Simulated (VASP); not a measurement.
# Sc (P6_3/mmc) in VASP: further runs

The runs below take Sc through relaxation of cell and atoms, with PBE, r2SCAN.

Program: VASP 6.6.1. These are calculated values, not measurements. Logs are shortened: lines on timing, memory, paths and dates and some standing lists are left out, and cuts for length are marked.

## Step 1: The structure

Symmetry: P6_3/mmc, No. 194, hexagonal system. The conventional cell has a = 3.309 Å, b = 3.309 Å, c = 5.273 Å, α = 90.00°, β = 90.00°, γ = 120.00°. Sc (site symmetry -6m2) is surrounded by 12 Sc at 3.26 to 3.31 Å.

## Step 2: Relaxation of cell and atoms, PBE

Contents of INCAR:

```
PREC = Accurate ; ENCUT = 300
EDIFF = 1E-6 ; ISMEAR = 1
SIGMA = 0.1 ; LREAL = False
LASPH = True ; NELM = 80
ALGO = Normal ; ISIF = 3
LWAVE = False ; LCHARG = False
GGA = PE ; IBRION = 2
NSW = 90 ; EDIFFG = -0.01
```

Contents of KPOINTS:

```
Automatic mesh
0
Gamma
  8 8 4
```

Contents of POSCAR:

```
Sc
1.0
    3.3090000000      0.0000000000      0.0000000000
   -1.6545000000      2.8656780611      0.0000000000
    0.0000000000      0.0000000000      5.2733000000
Sc
2
Direct
    0.3333333333      0.6666666667      0.2500000000
    0.6666666667      0.3333333333      0.7500000000
```

Potentials or basis: VASP PAW PBE potentials, release 64 (Sc_sv).

The run is started by

```bash
$ cat potpaw_PBE.64/Sc_sv/POTCAR > POTCAR
$ mpirun -np 1 vasp_std > vasp.out
```

OUTCAR:

```text
PREC = Accurate
   ENCUT = 300
   EDIFF = 1E-6
   ISMEAR = 1
   LREAL = False
   LASPH = True
   NELM = 80
   ISIF = 3
   GGA = PE
   IBRION = 2
   NSW = 90
   EDIFFG = -0.01

 ion  position               nearest neighbor table
   1  0.333  0.667  0.250-   2 3.26   2 3.26   2 3.26   2 3.26   2 3.26   2 3.26
   2  0.667  0.333  0.750-   1 3.26   1 3.26   1 3.26   1 3.26   1 3.26   1 3.26

  LATTYP: Found a hexagonal cell.
 ALAT       =     3.3090000000
 C/A-ratio  =     1.5936234512

  Lattice vectors:

 A1 = (   3.3090000000,   0.0000000000,   0.0000000000)
 A2 = (  -1.6545000000,   2.8656780611,   0.0000000000)
 A3 = (   0.0000000000,   0.0000000000,   5.2733000000)

Analysis of symmetry for initial positions (statically):
=====================================================================
 Subroutine PRICEL returns:
 Original cell was already a primitive cell.

 Routine SETGRP: Setting up the symmetry group for a
 hexagonal supercell.

 Subroutine GETGRP returns: Found 24 space group operations
 (whereof 12 operations were pure point group operations)
 out of a pool of 24 trial point group operations.

The static configuration has the point symmetry D_3d.
 The point group associated with its full space group is D_6h.

Analysis of symmetry for dynamics (positions and initial velocities):
=====================================================================
 Subroutine PRICEL returns:
 Original cell was already a primitive cell.

 Routine SETGRP: Setting up the symmetry group for a
 hexagonal supercell.

 Subroutine GETGRP returns: Found 24 space group operations
 (whereof 12 operations were pure point group operations)
 out of a pool of 24 trial point group operations.

The dynamic configuration has the point symmetry D_3d.
 The point group associated with its full space group is D_6h.

 Subroutine INISYM returns: Found 24 space group operations
 (whereof 12 operations are pure point group operations),
 and found     1 'primitive' translations

----------------------------------------------------------------------------------------

                                     Primitive cell

  volume of cell :      50.0042

  direct lattice vectors                    reciprocal lattice vectors
     3.309000000  0.000000000  0.000000000     0.302206105  0.174478776  0.000000000
    -1.654500000  2.865678061  0.000000000     0.000000000  0.348957552  0.000000000
     0.000000000  0.000000000  5.273300000     0.000000000  0.000000000  0.189634574

  length of vectors
     3.309000000  3.309000000  5.273300000     0.348957552  0.348957552  0.189634574

  position of ions in fractional coordinates (direct lattice)
     0.333333333  0.666666667  0.250000000
     0.666666667  0.333333333  0.750000000

  ion indices of the primitive-cell ions
   primitive index   ion index
                 1           1
                 2           2

----------------------------------------------------------------------------------------

 KPOINTS: Automatic mesh

Automatic generation of k-mesh.
 Grid dimensions read from file:
 generate k-points for:    8    8    4

 Generating k-lattice:

  Cartesian coordinates                     Fractional coordinates (reciprocal lattice)
     0.037775763  0.021809847  0.000000000     0.125000000  0.000000000  0.000000000
     0.000000000  0.043619694  0.000000000     0.000000000  0.125000000  0.000000000
     0.000000000  0.000000000  0.047408644     0.000000000  0.000000000  0.250000000

  Length of vectors
     0.043619694  0.043619694  0.047408644

  Shift w.r.t. Gamma in fractional coordinates (k-lattice)
     0.000000000  0.000000000  0.000000000

 Subroutine IBZKPT returns following result:
 ===========================================

 Found     30 irreducible k-points:

 Following reciprocal coordinates:
            Coordinates               Weight
  0.000000  0.000000  0.000000      1.000000
  0.125000  0.000000  0.000000      6.000000
  0.250000  0.000000  0.000000      6.000000
  0.375000 -0.000000  0.000000      6.000000
  0.500000  0.000000  0.000000      3.000000
  0.125000  0.125000  0.000000      6.000000
[... 16 lines left out ...]
  0.250000  0.000000  0.500000      6.000000
  0.375000 -0.000000  0.500000      6.000000
 [... further k-points ...]
   k-points           NKPTS =     30   k-points in BZ     NKDIM =     30   number of bands    NBANDS=     15
   number of dos      NEDOS =    301   number of ions     NIONS =      2
   total plane-waves  NPLWV =  12000
   dimension x,y,z NGX =    20 NGY =   20 NGZ =   30
   dimension x,y,z NGXF=    40 NGYF=   40 NGZF=   60
   ions per type =               2
   NGX,Y,Z   is equivalent  to a cutoff of  10.05, 10.05,  9.46 a.u.
   NGXF,Y,Z  is equivalent  to a cutoff of  20.10, 20.10, 18.92 a.u.
 SYSTEM =  unknown system
   PREC   = accura    normal or accurate (medium, high low for compatibility)
   ISTART =      0    job   : 0-new  1-cont  2-samecut
   ICHARG =      2    charge: 1-file 2-atom 10-const
   ISPIN  =      1    spin polarized calculation?
   LNONCOLLINEAR =      F non collinear calculations
   LSORBIT =      F    spin-orbit coupling
   LASPH  =      T    aspherical Exc in radial PAW
   ENCUT  =  300.0 eV  22.05 Ry    4.70 a.u.   4.67  4.67  7.45*2*pi/ulx,y,z
   NELM   =     80;   NELMIN=  2; NELMDL= -5     # of ELM steps
   EDIFF  = 0.1E-05   stopping-criterion for ELM
   LREAL  =      F    real-space projection
   EDIFFG = -.1E-01   stopping-criterion for IOM
   NSW    =     90    number of steps for IOM
   IBRION =      2    ionic relax: 0-MD 1-quasi-New 2-CG
   NFREE  =      1    steps in history (QN), initial steepest desc. (CG)
   ISIF   =      3    stress and relaxation
   ISYM   =      2    0-nonsym 1-usesym 2-fastsym
   POTIM  = 0.5000    time-step for ionic-motion
   TEBEG  =    0.0;   TEEND  =   0.0 temperature during run
   PSTRESS=    0.0 pullay stress
   NELECT =      22.0000    total number of electrons
   NUPDOWN=      -1.0000    fix difference up-down
   EMIN   =  10.00;   EMAX   =-10.00  energy-range for DOS
   EFERMI =   0.00;   METHOD = LEGACY
   ISMEAR =     1;   SIGMA  =   0.10  broadening in eV -4-tet -1-fermi 0-gaus
   EFERMI_NEDOS =   21; number of points for ismear=-14 and -15
   IALGO  =     38    algorithm
   IMIX   =      4    mixing-type and parameters
     AMIX     =   0.40;   BMIX     =  1.00
     AMIX_MAG =   1.60;   BMIX_MAG =  1.00
  volume/ion in A,a.u.               =      25.00       168.72
  Fermi-wavevector in a.u.,A,eV,Ry     =   1.245127  2.352948 21.093660  1.550340
  Thomas-Fermi vector in A             =   2.379363
   LORBIT       =      0    0 simple, 1 ext, 2 COOP (PROOUT), +10 PAW based schemes
   GGA     = PE    functional components
   LHFCALC =     F    Hartree Fock is set to
   AEXX    =    0.0000 exact exchange contribution
   IVDW    =     0    specifies the selected vdW correction
   LEPSILON=     F    determine dielectric tensor
   LRPA    =     F    only Hartree local field effects (RPA)
 conjugate gradient relaxation of ions
 non-spin polarized calculation
 Methfessel and Paxton  Order N= 1 SIGMA  =   0.10
  energy-cutoff  :      300.00
  volume of cell :       50.00
 maximum number of plane-waves:       598
 NGX is ok and might be reduce to    20
   NGX =  9   NGY =  9   NGZ = 15

--------------------------------------- Ionic step        1  -------------------------------------------

 number of electron      22.0000010 magnetization

 Free energy of the ion-electron system (eV)
  ---------------------------------------------------
  ext. energy  EPLUGINS =         0.00000000
  ---------------------------------------------------
  free energy    TOTEN  =       -12.50024145 eV

  energy without entropy =      -12.50412530  energy(sigma->0) =      -12.50153607

------------------------ aborting loop because EDIFF is reached ----------------------------------------

  FORCE on cell =-STRESS in cart. coord.  units (eV):
  Direction    XX          YY          ZZ          XY          YZ          ZX
  --------------------------------------------------------------------------------------
  -------------------------------------------------------------------------------------
  Total       -0.1881686     -0.1881686     -0.8271365      0.0000000      0.0000000     -0.0000000
  in kB       -6.0290815     -6.0290815    -26.5021515      0.0000000      0.0000000     -0.0000000
  external PRESSURE =     -12.8534381 kB  Pullay stress =       0.0000000 kB
[... 201 lines left out ...]
  energy  without entropy=      -12.5136331768  energy(sigma->0) =      -12.51144111

--------------------------------------- Ionic step        7  -------------------------------------------

 number of electron      21.9999987 magnetization

 Free energy of the ion-electron system (eV)
  ---------------------------------------------------
  ext. energy  EPLUGINS =         0.00000000
  ---------------------------------------------------
  free energy    TOTEN  =       -12.51037680 eV

  energy without entropy =      -12.51369338  energy(sigma->0) =      -12.51148233

 E-fermi :   3.7556     XC(G=0):  -9.9192

 val. band max:        3.7549359399   @ k =   0.1250   0.1250   0.0000
 cond. band min:       3.7646525012   @ k =   0.1250   0.1250   0.2500
 fundamental gap:      0.0097165613
 Fermi energy:         3.7556088940

 k-point     1 :       0.0000    0.0000    0.0000
  band No.  band energies     occupation
      1     -45.6329      2.00000
      2     -45.5570      2.00000
      3     -24.4757      2.00000
      4     -24.1384      2.00000
      5     -24.1384      2.00000
      6     -24.0684      2.00000
      7     -24.0684      2.00000
      8     -24.0214      2.00000
      9      -1.4049      2.00000
     10       2.1044      2.00000
     11       4.4207     -0.00000
     12       5.3379     -0.00000
     13       5.3379     -0.00000
     14       5.6429     -0.00000
     15       5.8009      0.00000
[... 397 lines left out ...]
 k-point    24 :       0.3750   -0.0000    0.5000
  band No.  band energies     occupation
      1     -45.5669      2.00000
      2     -45.5669      2.00000
      3     -24.4068      2.00000
      4     -24.4068      2.00000
      5     -24.1563      2.00000
      6     -24.1563      2.00000
      7     -24.1376      2.00000
      8     -24.1376      2.00000
      9       1.9753      2.00000
     10       1.9753      2.00000
     11       3.8850     -0.06959
     12       3.8850     -0.06959
     13       4.9392     -0.00000
     14       4.9392     -0.00000
     15       6.0843      0.00000

 [... further k-points ...]

------------------------ aborting loop because EDIFF is reached ----------------------------------------

  FORCE on cell =-STRESS in cart. coord.  units (eV):
  Direction    XX          YY          ZZ          XY          YZ          ZX
  --------------------------------------------------------------------------------------
  -------------------------------------------------------------------------------------
  Total       -0.0030154     -0.0030154      0.0033783      0.0000000     -0.0000000      0.0000000
  in kB       -0.0990504     -0.0990504      0.1109715      0.0000000     -0.0000000      0.0000000
  external PRESSURE =      -0.0290431 kB  Pullay stress =       0.0000000 kB
[... 17 lines left out ...]
  FREE ENERGIE OF THE ION-ELECTRON SYSTEM (eV)
  ---------------------------------------------------
  free  energy   TOTEN  =       -12.5103768034 eV

  energy  without entropy=      -12.5136933770  energy(sigma->0) =      -12.51148233

 reached required accuracy - stopping structural energy minimisation
```

Run time: 33 s. Hardware: 1 thread of AMD EPYC 7R13 (Zen 3), shared host; peak memory 0.1 GiB.

Results:

- Free energy: -12.5104 eV
- Relaxed volume: 24.39 Å³/atom
- Relaxed cell: a = 3.312 Å, b = 3.312 Å, c = 5.133 Å, α = 90.00°, β = 90.00°, γ = 120.00°
- Space group after relaxing (to 0.05 Å): P6_3/mmc (No. 194)
- Energy gained by relaxing: 5.1 meV/atom
- Ionic steps: 7
- Pressure after relaxing: 0.0 GPa
- Band gap on the k mesh: none (metal or under the smearing width)

The path:
```csv
step,energy change (eV),largest force (eV/Å),pressure (GPa),volume (Å³)
1,0.0000,0.0000,-1.29,50.00
2,-0.0089,0.0000,0.31,48.56
3,-0.0089,0.0000,0.29,48.58
4,-0.0100,0.0000,0.05,48.76
5,-0.0101,0.0000,-0.07,48.86
6,-0.0101,0.0000,-0.09,48.86
7,-0.0101,0.0000,0.00,48.78
```

Final structure:
```
Sc
1.0
     3.31242    0.00000    0.00000
    -1.65621    2.86864    0.00000
     0.00000    0.00000    5.13306
Sc
2
Direct
  0.33333 0.66667 0.25000
  0.66667 0.33333 0.75000
```

## Step 3: Relaxation of cell and atoms, PBE

This run uses another cell than the first one, of 24.39 Å³/atom, 0.975 times its volume.

Contents of INCAR:

```
PREC = Accurate ; ENCUT = 300
EDIFF = 1E-7 ; ISMEAR = 1
SIGMA = 0.1 ; LREAL = False
LASPH = True ; NELM = 80
ALGO = Normal ; ISIF = 3
LWAVE = False ; LCHARG = False
GGA = PE ; IBRION = 2
NSW = 90 ; EDIFFG = -0.005
```

KPOINTS is that of step 2.

Contents of POSCAR:

```
Sc                                      
1.0
    3.3124190409     -0.0000000000     -0.0000000000
   -1.6562095205      2.8686390374     -0.0000000000
    0.0000000000      0.0000000000      5.1330575705
  Sc            
     2
Direct
     0.3333333332999970    0.6666666667000030    0.2500000000000000
     0.6666666667000030    0.3333333332999970    0.7500000000000000
```

Potentials or basis: VASP PAW PBE potentials, release 64 (Sc_sv).

The run is started by

```bash
$ cat potpaw_PBE.64/Sc_sv/POTCAR > POTCAR
$ mpirun -np 1 vasp_std > vasp.out
```

It took 10 s on 1 thread of AMD EPYC 7R13 (Zen 3), shared host; peak memory 0.1 GiB.

Results (log left out):

* Free energy: -12.5061 eV
* Pressure after relaxing: 0.0 GPa
* Band gap on the k mesh: none (metal or under the smearing width)

Final structure:
```
Sc
1.0
     3.31242    0.00000    0.00000
    -1.65621    2.86864    0.00000
     0.00000    0.00000    5.13306
Sc
2
Cartesian
  0.0000 1.9124 1.2833
  1.6562 0.9562 3.8498
```

Levels at points of the mesh, in eV from the Fermi level:
```csv
k point,band 6,band 7,band 8,band 9,band 10,band 11,band 12,band 13,band 14,band 15
"(0.00, 0.00, 0.00)",-27.82,-27.82,-27.78,-5.16,-1.65,0.66,1.58,1.58,1.89,2.05
"(0.50, 0.00, 0.00)",-27.98,-27.89,-27.86,-1.64,-1.09,-0.69,-0.36,1.32,1.32,1.90
"(0.00, 0.00, 0.50)",-27.86,-27.86,-27.86,-3.59,-3.59,1.00,1.00,1.49,1.49,1.49
"(0.50, 0.00, 0.50)",-27.92,-27.89,-27.89,-1.50,-1.50,0.06,0.06,1.29,1.29,2.37
```

Caveat: the relaxation stopped at its first step, so nothing moved.

## Step 4: Relaxation of cell and atoms, PBE

Contents of INCAR:

```
PREC = Accurate
ENCUT = 600
EDIFF = 1E-6
ISMEAR = 1
SIGMA = 0.1
LREAL = False
LASPH = True
NELM = 80
ALGO = Normal
ISIF = 3
LWAVE = False
LCHARG = False
GGA = PE
IBRION = 2
NSW = 90
EDIFFG = -0.01
```

Contents of KPOINTS:

```
regular mesh
0
Gamma
  15 15 7
```

Contents of POSCAR:

```
Sc
1.0
    3.3090000000      0.0000000000      0.0000000000
   -1.6545000000      2.8656780611      0.0000000000
    0.0000000000      0.0000000000      5.2733000000
Sc
2
Direct
    0.3333333333      0.6666666667      0.2500000000
    0.6666666667      0.3333333333      0.7500000000
```

The run is started by

```bash
$ cat potpaw_PBE.64/Sc_sv/POTCAR > POTCAR
$ mpirun -np 1 vasp_std > vasp.out
```

Wall time 94 s (1 thread of AMD EPYC 9R45 (Zen 5), shared host); peak memory 0.21 GiB.

It converged, with:

```
Free energy                            : -12.4993 eV
Relaxed volume                         : 24.64 Å³/atom
Relaxed cell                           : a = 3.323 Å, b = 3.323 Å, c = 5.153 Å, α = 90.00°, β = 90.00°, γ = 120.00°
Space group after relaxing (to 0.05 Å) : P6_3/mmc (No. 194)
Energy gained by relaxing              : 3.6 meV/atom
Ionic steps                            : 4
Pressure after relaxing                : 0.0 GPa
Band gap on the k mesh                 : none (metal or under the smearing width)
```

Step by step:
```
step  energy change (eV)  largest force (eV/Å)  pressure (GPa)  volume (Å³)
   1              0.0000                0.0000           -0.70        50.00
   2             -0.0059                0.0000            0.13        49.22
   3             -0.0063                0.0000            0.39        48.97
   4             -0.0073                0.0000            0.04        49.28
```

Final structure:
```yaml
crystal:
  lattice:
    - [3.32275, 0.00000, 0.00000]
    - [-1.66138, 2.87759, 0.00000]
    - [0.00000, 0.00000, 5.15347]
  atoms:
    - { symbol: Sc, position: [0.33333, 0.66667, 0.25000] }
    - { symbol: Sc, position: [0.66667, 0.33333, 0.75000] }
```

Levels at points of the mesh, in eV from the Fermi level:
```
           k point  band 8  band 9  band 10  band 11  band 12  band 13  band 14  band 15
(0.00, 0.00, 0.00)  -27.81   -5.13    -1.63     0.64     1.58     1.58     1.87     2.04
```

(Part 1 of 2 ends here.)
